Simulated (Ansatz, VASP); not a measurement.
# One calculation of TiAl3, two programs

```
Ti Al
1.0
     3.91113    0.00000    0.00000
     0.00000    3.91113    0.00000
     0.00000    0.00000    3.91113
Ti Al
1 3
Direct
  0.00000 0.00000 0.00000
  0.50000 0.50000 0.00000
  0.50000 0.00000 0.50000
  0.00000 0.50000 0.50000
```

Alike in both runs: functional LDA; k mesh 8 × 8 × 8; occupations gaussian, width 0.1 eV; no spin polarisation.

Ansatz relaxed the structure, and its values are those at the end. VASP's run is a single point on that final structure, the one shown.

```csv
,VASP,Ansatz
version,VASP 6.6.1,Ansatz 0.2.0
potentials or method,"VASP PAW LDA potentials, release 64 (Ti_sv, Al)","scalar-relativistic, plane waves, PAW"
plane-wave cutoff (eV),520,420
valence electrons in the cell,21,21
```

```csv
,VASP,Ansatz,Ansatz less VASP
gap on the k mesh at the Fermi level (eV),none,none,-
pressure (GPa),0.2,0.0,-0.19
```

A gap of «none» marks a metal or a gap that the smearing closes. Ansatz warned: «pseudo_functional_mismatch».
